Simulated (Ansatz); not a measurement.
# Si on Nb(100): change of the work function, part 4 of 5

Wanted: Δφ(θ) for Si/Nb(100), starting from the hollow site.

Ansatz 0.2.0; plane-wave DFT, RPBE, Ansatz PAW.

So far, work function, upper face (eV): step 2 (the clean slab) 3.45; step 3 (46 atoms, coverage 0.111 ML, cell 3x3) 3.81; step 4 (21 atoms, coverage 0.25 ML, cell 2x2) 4.28.

### 5. The covered slab, k-mesh 5×5×1, coverage 0.5 ML

System of this step: Si/Nb(100). The cell holds 22 atoms: 20 Nb and 2 Si. Cell: a = 6.600 Å, b = 6.600 Å, c = 26.198 Å, α = 90.0°, β = 90.0°, γ = 90.0°. Vacuum lies along c.

Another coverage, to see how the dipoles act on each other as their distance changes.

The input, input.yaml:

```yaml
crystal:
  lattice:
    - [6.6, 0.0, 0.0]
    - [0.0, 6.6, 0.0]
    - [0.0, 0.0, 26.1984365615]
  atoms:
    - { symbol: Nb, position: [0.0, 0.0, 0.34353195] }
    - { symbol: Nb, position: [0.25, 0.25, 0.4065128076] }
    - { symbol: Nb, position: [0.0, 0.0, 0.4704112922] }
    - { symbol: Nb, position: [0.25, 0.25, 0.5356217721] }
    - { symbol: Nb, position: [0.0, 0.0, 0.591548868] }
    - { symbol: Nb, position: [0.0, 0.5, 0.34353195] }
    - { symbol: Nb, position: [0.25, 0.75, 0.4065128076] }
    - { symbol: Nb, position: [0.0, 0.5, 0.4704112922] }
    - { symbol: Nb, position: [0.25, 0.75, 0.5356217721] }
    - { symbol: Nb, position: [0.0, 0.5, 0.591548868] }
    - { symbol: Nb, position: [0.5, 0.0, 0.34353195] }
    - { symbol: Nb, position: [0.75, 0.25, 0.4065128076] }
    - { symbol: Nb, position: [0.5, 0.0, 0.4704112922] }
    - { symbol: Nb, position: [0.75, 0.25, 0.5356217721] }
    - { symbol: Nb, position: [0.5, 0.0, 0.591548868] }
    - { symbol: Nb, position: [0.5, 0.5, 0.34353195] }
    - { symbol: Nb, position: [0.75, 0.75, 0.4065128076] }
    - { symbol: Nb, position: [0.5, 0.5, 0.4704112922] }
    - { symbol: Nb, position: [0.75, 0.75, 0.5356217721] }
    - { symbol: Nb, position: [0.5, 0.5, 0.591548868] }
    - { symbol: Si, position: [0.25, 0.25, 0.65646805] }
    - { symbol: Si, position: [0.75, 0.75, 0.65646805] }
kpoints:
  mp_grid: { grid: [5, 5, 1] }
hamiltonian:
  xc: rpbe
scf:
  occupations: { method: fermi_dirac, width: 0.1 }
  convergence: { dr2_threshold: 1.0e-08 }
efield:
  axis: 3
  dipole_correction: true
  ramp_position: 0.97
  ramp_width: 0.06
relax:
  f_tol: 0.02
  max_steps: 60
  constraints: [{ sites: [0, 1, 5, 6, 10, 11, 15, 16] }]
output:
  bader: true
  dos: { projected: true, e_range: [-8, 4] }
  write_potential: true
  write_density: true
  volumetric_format: npy
```

Launch:

```bash
$ ansatz run input.yaml --threads 4 --pin off --max-ram 12288MiB --backend cpu --events-out ev --progress --plain --runs-dir out
```

Numbers of over 12 decimals in the logs are rounded to 6 here.

What it wrote:

```text
[...]
Crystal: 22 atoms, lattice volume = 1141.204 Å³
Basis set: ecut = 420 eV, 22247 PW (Γ), exchange–correlation on 90×90×360 points (8 copies of the dense FFT grid, shifted against one another)
Bands: 161, of which v1, the nominal top of the filled ones, is band 134 counted from 1 (133 counted from 0)
Symmetry: 16 space group operations
[...]
2     Nb      0.0631     0.0000
     3     Nb      0.1833     0.0000
     4     Nb      0.4028     0.0012
     5     Nb     -0.0923     0.0000
     6     Nb      0.0395     0.0000
     7     Nb      0.0631     0.0000
[...]
18     Nb      0.1833     0.0000
    19     Nb      0.4028     0.0012
    20     Si     -0.9608     0.0023
    21     Si     -0.9608     0.0023
  estimated error of the sums over rays = 8.5e-4 e
[key lines of the parts left out:]
SCF converged after 8 iterations
Free energy (F): -92452.695624 eV
Fermi energy:    3.218755 eV
Dipole field:    D = -0.050771 V/Å  (p = -0.320197 e·Å, saw-weighted, corrected)
Work function:   Φ+ = 4.9169 eV   Φ− = 3.5867 eV
```

Run time: 3.9 min. Hardware: 4 threads of Arm Neoverse V1, shared host; peak memory 3.9 GiB; 15 min of CPU time.

Relaxation path:

```csv
step,energy less that of the first step (eV),largest force component (eV/Å)
1,0.0000,2.4434
2,-1.3523,1.2712
3,-1.6076,0.3351
4,-1.6212,0.0796
5,-1.6236,0.0159
```

Forces are held to the 16 operations that the run works with; a distortion that breaks them can't arise in this run.

The atoms that moved most (Å):

```csv
atom,dx,dy,dz,length
Si21,0.000,0.000,-0.382,0.382
Si22,0.000,0.000,-0.382,0.382
Nb5,0.000,0.000,0.150,0.150
Nb10,0.000,0.000,0.150,0.150
Nb15,0.000,0.000,0.150,0.150
Nb20,0.000,0.000,0.150,0.150
Nb19,0.000,0.000,-0.024,0.024
Nb4,0.000,0.000,-0.024,0.024
```

The relaxed structure:

```xyz
22
Lattice="6.6000 0.0000 0.0000 0.0000 6.6000 0.0000 0.0000 0.0000 26.1984" Properties=species:S:1:pos:R:3
Nb    0.0000    0.0000    9.0000
Nb    1.6500    1.6500   10.6500
Nb    0.0000    0.0000   12.3224
Nb    1.6500    1.6500   14.0082
Nb    0.0000    0.0000   15.6479
Nb    0.0000    3.3000    9.0000
Nb    1.6500    4.9500   10.6500
Nb    0.0000    3.3000   12.3224
Nb    1.6500    4.9500   14.0285
Nb    0.0000    3.3000   15.6479
Nb    3.3000    0.0000    9.0000
Nb    4.9500    1.6500   10.6500
Nb    3.3000    0.0000   12.3224
Nb    4.9500    1.6500   14.0285
Nb    3.3000    0.0000   15.6479
Nb    3.3000    3.3000    9.0000
Nb    4.9500    4.9500   10.6500
Nb    3.3000    3.3000   12.3224
Nb    4.9500    4.9500   14.0082
Nb    3.3000    3.3000   15.6479
Si    1.6500    1.6500   16.8165
Si    4.9500    4.9500   16.8165
```

The density of states has structure finer than the step of the table below, so its rows give means over 0.25 eV, whole bins alone (the curve runs from -8 to 1.77 eV). Peaks (eV: height): -3.070: 59.4, -2.200: 48.7, -1.380: 64.9, -1.200: 50.7, -0.570: 48.7, 0.270: 77.8, 1.650: 61.3.

The density of states by energy, zero at the Fermi level; means over each step:

```csv
energy (eV),density of states (states/eV a cell)
-7.75,1.01
-7.50,3.06
-7.25,4.58
-7.00,8.10
-6.75,2.55
-6.50,0.140
-6.25,0
-6.00,0
-5.75,0
-5.50,0
-5.25,0.805
-5.00,1.51
-4.75,2.03
-4.50,2.21
-4.25,1.03
-4.00,3.40
-3.75,5.49
-3.50,13.6
-3.25,16.9
-3.00,27.0
-2.75,32.8
-2.50,21.6
-2.25,30.7
-2.00,16.0
-1.75,25.3
-1.50,34.1
-1.25,38.9
-1.00,28.0
-0.75,30.9
-0.50,34.0
-0.25,29.9
0.00,25.7
0.25,33.7
0.50,29.2
0.75,19.0
1.00,12.4
1.25,12.3
1.50,24.5
```

The relaxation took 5 steps and lowered the energy by 1.6 eV; the largest force on the free atoms ends at 0.016 eV/Å.

The covered face has 4.92 eV, +1.47 eV against the clean one; the bare back face has moved by +0.01 eV, a measure of how thin the slab is.

### 6. Adsorbate added, k-mesh 9×9×1, coverage 1 ML

System of this step: Si/Nb(100). The cell holds 6 atoms: 5 Nb and 1 Si. Its edges and angles: a = 3.300 Å, b = 3.300 Å, c = 26.198 Å, α = 90.0°, β = 90.0°, γ = 90.0°. Vacuum lies along c.

Another coverage, to see how the dipoles act on each other as their distance changes.

input.yaml, the sections that differ from step 5:

```yaml
crystal:
  lattice:
    - [3.3, 0.0, 0.0]
    - [0.0, 3.3, 0.0]
    - [0.0, 0.0, 26.1984365615]
  atoms:
    - { symbol: Nb, position: [0.0, 0.0, 0.34353195] }
    - { symbol: Nb, position: [0.5, 0.5, 0.4065128076] }
    - { symbol: Nb, position: [0.0, 0.0, 0.4704112922] }
    - { symbol: Nb, position: [0.5, 0.5, 0.5356217721] }
    - { symbol: Nb, position: [0.0, 0.0, 0.591548868] }
    - { symbol: Si, position: [0.5, 0.5, 0.65646805] }
kpoints:
  mp_grid: { grid: [9, 9, 1] }
relax:
  f_tol: 0.02
  max_steps: 60
  constraints: [{ sites: [0, 1] }]
output:
  bader: true
  write_potential: true
  write_density: true
  volumetric_format: npy
# hamiltonian, scf, efield: as in step 5
```

What it wrote:

```text
[...]
Crystal: 6 atoms, lattice volume = 285.301 Å³
Basis set: ecut = 420 eV, 5647 PW (Γ), exchange–correlation on 48×48×360 points (8 copies of the dense FFT grid, shifted against one another)
Bands: 42, of which v1, the nominal top of the filled ones, is band 35 counted from 1 (34 counted from 0)
Symmetry: 8 space group operations
[...]
- { symbol: Nb, position: [0, 0.0, 0.599105] }
    - { symbol: Si, position: [0.5, 0.5, 0.640548] }
--- Bader charges: 6 sites ---
  site symbol  charge [e]  shift [e]
     0     Nb     -0.0811     0.0000
     1     Nb      0.0171     0.0000
     2     Nb      0.0389     0.0000
     3     Nb      0.1798     0.0000
     4     Nb      0.4786     0.0022
     5     Si     -0.6333     0.0022
  estimated error of the sums over rays = 7.5e-4 e
[key lines of the parts left out:]
SCF converged after 6 iterations
Free energy (F): -23433.143261 eV
Fermi energy:    3.740700 eV
Dipole field:    D = -0.030972 V/Å  (p = -0.048833 e·Å, saw-weighted, corrected)
Work function:   Φ+ = 4.3995 eV   Φ− = 3.5881 eV
```

Elapsed: 35 s, on 4 threads; peak memory 0.64 GiB.

Step by step:

```csv
step,energy less that of the first step (eV),largest force component (eV/Å)
1,0.0000,2.2996
2,-0.5116,1.1338
3,-0.6515,0.5018
4,-0.6614,0.2065
5,-0.6671,0.0215
6,-0.6672,0.0005
```

Forces are held to the 8 operations that the run works with; a distortion that breaks them can't arise in this run.

The atoms that moved most (Å):

```csv
atom,dx,dy,dz,length
Si6,0.000,0.000,-0.417,0.417
Nb5,0.000,0.000,0.198,0.198
Nb4,0.000,0.000,-0.039,0.039
Nb3,0.000,0.000,-0.025,0.025
```

The relaxed structure:

```cif
data_structure
_symmetry_space_group_name_H-M 'P 1'
_symmetry_Int_Tables_number 1
_cell_length_a 3.3000
_cell_length_b 3.3000
_cell_length_c 26.1984
_cell_angle_alpha 90.000
_cell_angle_beta 90.000
_cell_angle_gamma 90.000
_cell_volume 285.30
loop_
_atom_site_label
_atom_site_type_symbol
_atom_site_fract_x
_atom_site_fract_y
_atom_site_fract_z
_atom_site_occupancy
Nb1 Nb 0.00000 0.00000 0.34353 1
Nb2 Nb 0.50000 0.50000 0.40651 1
Nb3 Nb 0.00000 0.00000 0.46944 1
Nb4 Nb 0.50000 0.50000 0.53412 1
Nb5 Nb 0.00000 0.00000 0.59910 1
Si6 Si 0.50000 0.50000 0.64055 1
```

Running mean over 1.65 Å of the planar mean; the ramp of the sawtooth is left out. Table of electron's electrostatic potential energy less the Fermi level by z:

```csv
z (Å),electron's electrostatic potential energy less the Fermi level (eV)
4,3.59
5,3.57
6,3.47
7,2.71
8,-2.93
9,-10.7
10,-11.1
11,-11.1
12,-11.0
13,-10.6
14,-10.7
15,-10.7
16,-13.5
17,-7.27
18,1.62
19,4.19
20,4.39
21,4.40
22,4.40
23,4.40
```

The relaxation took 6 steps and lowered the energy by 0.67 eV; the largest force on the free atoms ends at 5.2e-4 eV/Å.

The covered face has 4.40 eV, +0.95 eV against the clean one; the bare back face has moved by +0.01 eV, a measure of how thin the slab is.

### 7. Work function against coverage

This step: plane-wave DFT, RPBE, Ansatz PAW; work function against coverage (Ansatz 0.2.0).

The runs are now put side by side.

This step gave:

```
work function of the clean face     : 3.449 eV
largest change of the work function : 1.468 eV
```

The work function of the covered face by coverage:

```csv
coverage (adsorbates/nm²),work function of the covered face (eV)
0.00,3.45
1.02,3.81
2.30,4.28
4.59,4.92
9.18,4.40
```

The dipole per adsorbate comes from the change of the cell's dipole. Coverage, by row:

```csv
coverage (1/nm²),coverage (ML),work function (eV),change (eV),"dipole per adsorbate, positive end outwards (debye)",mean height of the added atoms over the highest substrate atom (Å)
1.02,0.1111,3.808,0.3586,-0.923,1.176
2.296,0.25,4.276,0.8269,-0.948,1.182
4.591,0.5,4.917,1.468,-0.843,1.169
9.183,1,4.4,0.9502,-0.272,1.086
```

### 8. The slab at 0.25 ML, atoms frozen

This step: plane-wave DFT, RPBE, Ansatz PAW (Ansatz 0.2.0).

System of this step: Si/Nb(100). The cell holds 21 atoms: 20 Nb and 1 Si. Its edges and angles: a = 6.600 Å, b = 6.600 Å, c = 26.198 Å, α = 90.0°, β = 90.0°, γ = 90.0°. Vacuum lies along c.

To see where the charge goes, the covered slab, the bare substrate and the adsorbate layer are each run at the same frozen positions and on the same grid.

The input, input.yaml:

```yaml
crystal:
  lattice:
    - [6.6, 0.0, 0.0]
    - [0.0, 6.6, 0.0]
    - [0.0, 0.0, 26.1984365615]
  atoms:
    - { symbol: Nb, position: [0.0, 0.0, 0.34353195] }
    - { symbol: Nb, position: [0.25, 0.25, 0.4065128076] }
    - { symbol: Nb, position: [0.0005629252, 0.0005629252, 0.4705842796] }
    - { symbol: Nb, position: [0.25, 0.25, 0.5341886684] }
    - { symbol: Nb, position: [-0.0022333524, -0.0022333524, 0.594691309] }
    - { symbol: Nb, position: [0.0, 0.5, 0.34353195] }
    - { symbol: Nb, position: [0.25, 0.75, 0.4065128076] }
    - { symbol: Nb, position: [0.0005629252, 0.4994370748, 0.4705842796] }
    - { symbol: Nb, position: [0.25, 0.75, 0.5361244572] }
    - { symbol: Nb, position: [-0.0022333524, 0.5022333524, 0.594691309] }
    - { symbol: Nb, position: [0.5, 0.0, 0.34353195] }
    - { symbol: Nb, position: [0.75, 0.25, 0.4065128076] }
    - { symbol: Nb, position: [0.4994370748, 0.0005629252, 0.4705842796] }
    - { symbol: Nb, position: [0.75, 0.25, 0.5361244572] }
    - { symbol: Nb, position: [0.5022333524, -0.0022333524, 0.594691309] }
    - { symbol: Nb, position: [0.5, 0.5, 0.34353195] }
    - { symbol: Nb, position: [0.75, 0.75, 0.4065128076] }
    - { symbol: Nb, position: [0.4994370748, 0.4994370748, 0.4705842796] }
    - { symbol: Nb, position: [0.75, 0.75, 0.5352144659] }
    - { symbol: Nb, position: [0.5022333524, 0.5022333524, 0.594691309] }
    - { symbol: Si, position: [0.25, 0.25, 0.6398175386] }
kpoints:
  mp_grid: { grid: [5, 5, 1] }
hamiltonian:
  xc: rpbe
scf:
  occupations: { method: fermi_dirac, width: 0.1 }
  convergence: { dr2_threshold: 1.0e-08 }
efield:
  axis: 3
  dipole_correction: true
  ramp_position: 0.97
  ramp_width: 0.06
output:
  write_potential: true
  write_density: true
  volumetric_format: npy
```

What it wrote:

```text
[...]
Crystal: 21 atoms, lattice volume = 1141.204 Å³
Basis set: ecut = 420 eV, 22247 PW (Γ)
Bands: 159, of which v1, the nominal top of the filled ones, is band 132 counted from 1 (131 counted from 0)
Symmetry: 8 space group operations
[...]
k-points: 6 of 25
[...]
SCF iter   1: F=—  HF=-91812.615206 eV  |F-HF|=—  |Δ(HF+E_count)|=         —  Δρ=7.84e-3  dr2=1.28e1  ethr=1.77e-3  p=-0.178 e·Å  D=-2.81e-2 V/Å  ΔV_dip=0.74 eV  dr2_dipole=1.82e0  V_vac-E_F(+/−)=4.70/3.96 eV  ⟨swp⟩=10.0  Hψ=4625  notcnv=0
[...]
SCF iter  10: F=-91812.257847 eV  HF=-91812.257847 eV  |F-HF|=4.99e-9  |Δ(HF+E_count)|=   6.18e-8  Δρ=5.79e-7  dr2=7.85e-9  ethr=3.79e-12  p=-0.167 e·Å  D=-2.64e-2 V/Å  ΔV_dip=0.69 eV  dr2_dipole=8.62e-10  V_vac-E_F(+/−)=4.28/3.58 eV  ⟨swp⟩=19.8  Hψ=3411  notcnv=0
SCF 1 converged in 10 iterations: F = -91812.257847 eV  dr2 = 7.85e-9
[...]
SCF converged after 10 iterations
Free energy (F): -91812.257847 eV
[...]
Internal energy: -91811.398364 eV  (E = F + TS)
E sigma→0 (E₀):  -91811.828105 eV
Entropy (-TS):   -0.859484 eV (-40.928 meV/atom)
Fermi energy:    3.289266 eV
Dipole field:    D = -0.026423 V/Å  (p = -0.166641 e·Å, saw-weighted, corrected)
Work function:   Φ+ = 4.2762 eV   Φ− = 3.5840 eV
[...]
--- Band table (eV; the first three rows and the last of 6) ---
  k-point 0: bands = [... 128 lower, 3.3984, 3.4780, 3.4780, 3.6513, 3.6513, 3.6613, 3.7620, 3.8501, ... 23 higher]
  k-point 1: bands = [... 128 lower, 3.2606, 3.3077, 3.3432, 3.3788, 3.5906, 3.6702, 3.6945, 3.8065, ... 23 higher]
  k-point 2: bands = [... 128 lower, 3.0574, 3.1487, 3.1781, 3.2858, 3.2920, 3.3184, 3.4380, 3.5453, ... 23 higher]
  k-point 5: bands = [... 128 lower, 2.5469, 2.6253, 2.7230, 2.7557, 2.7955, 2.9114, 3.0880, 3.5167, ... 23 higher]
```

Elapsed: 58 s, on 4 threads; peak memory 3.6 GiB.

Numbers from this step:

- energy at zero smearing: -91811.8281 eV
- work function, upper face: 4.276 eV
- work function, lower face: 3.584 eV
- dipole along the normal: -0.1666 e·Å
- step between the vacuum levels: 0.6922 eV

The work function of the upper face is 4.28 eV.

### 9. The substrate of the 0.25 ML cell alone

System of this step: Si/Nb(100), substrate alone, atoms held. The cell holds 20 atoms: 20 Nb. Cell: a = 6.600 Å, b = 6.600 Å, c = 26.198 Å, α = 90.0°, β = 90.0°, γ = 90.0°. Vacuum lies along c.

The second part, atoms unmoved.

input.yaml: that of step 8 with these lines changed.

```diff
@@ -26,3 +26,2 @@
     - { symbol: Nb, position: [0.5022333524, 0.5022333524, 0.594691309] }
-    - { symbol: Si, position: [0.25, 0.25, 0.6398175386] }
 kpoints:
```

What it wrote:

```text
[...]
Crystal: 20 atoms, lattice volume = 1141.204 Å³
Basis set: ecut = 420 eV, 22247 PW (Γ)
Bands: 156, of which v1, the nominal top of the filled ones, is band 130 counted from 1 (129 counted from 0)
Symmetry: 8 space group operations
[...]
k-points: 6 of 25
[...]
SCF iter   1: F=—  HF=-91171.942314 eV  |F-HF|=—  |Δ(HF+E_count)|=         —  Δρ=7.93e-3  dr2=1.06e1  ethr=1.77e-3  p=-0.021 e·Å  D=-3.27e-3 V/Å  ΔV_dip=0.09 eV  dr2_dipole=1.94e-3  V_vac-E_F(+/−)=3.98/3.90 eV  ⟨swp⟩=12.5  Hψ=4860  notcnv=0  defer=1
[...]
SCF iter  11: F=-91171.567381 eV  HF=-91171.567381 eV  |F-HF|=8.59e-10  |Δ(HF+E_count)|=   1.21e-8  Δρ=2.39e-7  dr2=1.27e-9  ethr=3.85e-12  p=0.016 e·Å  D=2.57e-3 V/Å  ΔV_dip=-0.07 eV  dr2_dipole=5.17e-11  V_vac-E_F(+/−)=3.50/3.57 eV  ⟨swp⟩=11.5  Hψ=2500  notcnv=0
SCF 1 converged in 11 iterations: F = -91171.567381 eV  dr2 = 1.27e-9
[...]
SCF converged after 11 iterations
Free energy (F): -91171.567381 eV
[...]
Internal energy: -91170.655188 eV  (E = F + TS)
E sigma→0 (E₀):  -91171.111284 eV
Entropy (-TS):   -0.912193 eV (-45.610 meV/atom)
Fermi energy:    3.415248 eV
Dipole field:    D = 0.002568 V/Å  (p = 0.016196 e·Å, saw-weighted, corrected)
Work function:   Φ+ = 3.5049 eV   Φ− = 3.5722 eV
[...]
--- Band table (eV; the first three rows and the last of 6) ---
  k-point 0: bands = [... 126 lower, 3.5702, 3.5831, 3.5831, 3.6469, 3.6469, 3.7395, 3.7395, 3.8683, ... 22 higher]
  k-point 1: bands = [... 126 lower, 3.4066, 3.4211, 3.4282, 3.4685, 3.5161, 3.6279, 3.8497, 3.8767, ... 22 higher]
  k-point 2: bands = [... 126 lower, 3.1891, 3.2821, 3.3364, 3.4117, 3.4292, 3.4569, 3.5290, 3.6012, ... 22 higher]
  k-point 5: bands = [... 126 lower, 2.6372, 2.7018, 2.8628, 2.9068, 2.9158, 3.1635, 3.6475, 3.6572, ... 22 higher]
```

The job ended after 55 s (4 threads; peak memory 3.5 GiB; 3.7 min of CPU time).

Numbers from this step:

| Property | Result |
| --- | --- |
| energy at zero smearing | -91171.1113 eV |
| work function, upper face | 3.505 eV |
| work function, lower face | 3.572 eV |
| dipole along the normal | 0.01620 e·Å |
| step between the vacuum levels | -0.06728 eV |

The work function of the upper face is 3.50 eV.

(Part 4 of 5 ends here.)

[Logs are printed without paths, hosts, clocks, repeated set-up lines and the standing remarks that a program may print on its own settings, such as how far it seeks lower states.]

[Hosts, paths, dates, database ids (printed as entryN), source tags and the programs' standing remarks are cut or masked in the printed files.]

[Maps of the electrostatic potential energy from Ansatz leave out the sawtooth potential of an applied field or a dipole correction, so their vacuum need not be flat; planar profiles and work functions include it.]

[The density of states shown here was stored with 400 of the rows of the run's finer table, so its peaks can read low, often by over a quarter, or be missed, and its means over a window can be off by a tenth or more.]
